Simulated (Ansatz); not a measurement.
**Tuning gaps by epitaxial strain**

Plane-wave DFT in Ansatz, PBEsol, scalar-relativistic PAW potentials, cutoff 420 eV, no spin-orbit coupling; no spin polarisation. Equal strain along a and b of the conventional cell, c and the atoms relaxed; gaps sought over the whole zone. A star marks a structure that wasn't matched here to a measured phase, so it may never have been made and needn't be stable; unstarred phases aren't always the most stable ones.

| crystal | strain: gap (eV) |
| --- | --- |
| BP (F-43m) | -4.5 %: 0.493; -3.0 %: 0.706; -1.5 %: 0.913; +0.0 %: 1.113; +1.5 %: 0.817; +3.0 %: 0.536; +4.5 %: 0.267 |
| AlGa₃N₄ (P-43m)* | -3.0 %: 2.384; -1.5 %: 2.339; +0.0 %: 2.290; +1.5 %: 2.113; +3.0 %: 1.948 |
| ZnO (P6_3mc) | -6.0 %: 0.588; -4.0 %: 0.633; -2.0 %: 0.672; +0.0 %: 0.704; +2.0 %: 0.723; +4.0 %: 0.731; +6.0 %: 0.748 |
| ZnSe (F-43m) | -6.0 %: 1.184; -4.0 %: 1.224; -2.0 %: 1.241; +0.0 %: 1.239; +2.0 %: 1.074; +4.0 %: 0.923; +6.0 %: 0.784 |

**Question.** What are the slopes on either side of zero strain, and why can they differ?

**Answer.** BP (F-43m) +133 and -197; AlGa₃N₄ (P-43m)* -33 and -118; ZnO (P6_3mc) +16 and +10; ZnSe (F-43m) -1 and -83 meV per % (over the first step on the compressive side, then on the tensile side; a positive slope means the gap grows as the plane is stretched). The slope drops from the first side to the second in BP (F-43m), AlGa₃N₄ (P-43m)*, ZnSe (F-43m). The gap is the smallest distance between any valence top and conduction valley, so its slope drops where another pair takes over. In BP (F-43m), AlGa₃N₄ (P-43m)*, ZnSe (F-43m) the shear part of the strain lowers the cubic symmetry and splits a degenerate band edge or a set of equal valleys, and whichever member moves into the gap sets it on each side of zero. Relaxations kept the strained cell's symmetry, so distortions at large strain weren't sought, and coherent films seldom hold more than 2 to 3 %. Splitting by shear is how strain cuts scattering and transport mass in Si and Ge channels; masses under strain weren't computed. The slope of one pair of band edges is as a rule more reliable than the Kohn–Sham gap, while the strain at which pairs cross shifts with the functional.

Cost: about 18 core-minutes for the runs cited, on Arm Neoverse V2, Arm Neoverse V1, Intel Xeon 6975P-C (Granite Rapids) (shared hosts).